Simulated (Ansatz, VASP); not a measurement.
**BeS in VASP and in Ansatz**

POSCAR

```
BeS
1.0
    0.0000000000      2.5114737379      2.5114737379
    2.5114737379      0.0000000000      2.5114737379
    2.5114737379      2.5114737379      0.0000000000
Be S
1 1
Direct
    0.0000000000      0.0000000000      0.0000000000
    0.2500000000      0.2500000000      0.2500000000
```

The input INCAR.step1:

```
SYSTEM = BeS
ALGO     = Normal         ! electronic algorithm
EDIFF    = 1E-5           ! SCF threshold, eV
ENCUT    = 520            ! plane-wave cutoff, eV
GGA      = PE             ! functional
ISIF     = 2              ! what is computed and relaxed
ISMEAR   = 0              ! smearing method
LASPH    = .TRUE.         ! aspherical terms in the spheres
LCHARG   = .FALSE.        ! write CHGCAR
LREAL    = .FALSE.        ! projectors in reciprocal space
LWAVE    = .TRUE.         ! write WAVECAR
NBANDS   = 11             ! bands
NELM     = 100            ! most SCF steps
PREC     = Accurate       ! precision mode
SIGMA    = 0.01           ! smearing width, eV
```

INCAR.step2

```
SYSTEM = BeS
ALGO     = Normal         ! electronic algorithm
EDIFF    = 1E-6           ! SCF threshold, eV
ENCUT    = 520            ! plane-wave cutoff, eV
GGA      = PE             ! functional
HFSCREEN = 0.2079         ! screening, 1/A
ISIF     = 2              ! what is computed and relaxed
ISMEAR   = 0              ! smearing method
ISTART   = 1            
LASPH    = .TRUE.         ! aspherical terms in the spheres
LCHARG   = .FALSE.        ! write CHGCAR
LHFCALC  = .TRUE.         ! exact exchange
LREAL    = .FALSE.        ! projectors in reciprocal space
LWAVE    = .FALSE.        ! write WAVECAR
NBANDS   = 11             ! bands
NELM     = 100            ! most SCF steps
PREC     = Accurate       ! precision mode
PRECFOCK = Normal       
SIGMA    = 0.01           ! smearing width, eV
```

KPOINTS

```
k-points
0
G
  6 6 6
  0 0 0
```

Input for Ansatz:

```yaml
crystal:
  lattice:
    - [0.0, 2.5114737379, 2.5114737379]
    - [2.5114737379, 0.0, 2.5114737379]
    - [2.5114737379, 2.5114737379, 0.0]
  atoms:
    - { symbol: Be, position: [0.0, 0.0, 0.0] }
    - { symbol: S, position: [0.25, 0.25, 0.25] }
kpoints:
  mp_grid: { grid: [6, 6, 6] }
  band_path:
    path:
      - [0.0, 0.0, 0.0]
      - [-0.5, -0.5, 0.0]
      - [-0.375, -0.375, 0.25]
      - [-0.375, 0.0, 0.375]
      - [0.0, 0.0, 0.5]
      - [-0.5, -0.25, 0.25]
      - [-0.0375, 0.0, 0.0375]
    npoints: 1
hamiltonian:
  xc: hse06
scf:
  occupations: { method: fixed }
  n_extra_bands: 4
output:
  forces: true
  stress: true
  eigenvalues: true
```

Change from the starting cell: hydrostatic strain +3.2%.

Alike in both runs: task single point; functional HSE06; k mesh 6 × 6 × 6; no spin polarisation.

|  | VASP | Ansatz |
| --- | --- | --- |
| version | VASP 6.6.1 | Ansatz 0.2.0 |
| potentials or method | VASP PAW PBE potentials, release 64 (Be, S) | plane waves, PAW |
| plane-wave cutoff (eV) | 520 | 420 |
| occupations | gaussian, width 0.01 eV | fixed |
| valence electrons in the cell | 8 | 8 |

Ansatz gave:

| Quantity | Value |
| --- | --- |
| gap on the k mesh at the Fermi level (eV) | 4.27 |
| pressure (GPa) | -8.4 |

Estimate VASP's values.

gap on the k mesh at the Fermi level (eV): 4.27; pressure (GPa): -8.5.

Ansatz warned: «stress_exchange_threshold_loose».

Caveats: the PAW data sets were made with another functional, which shifts forces and pressure a little (VASP). A k mesh can miss the band edges.
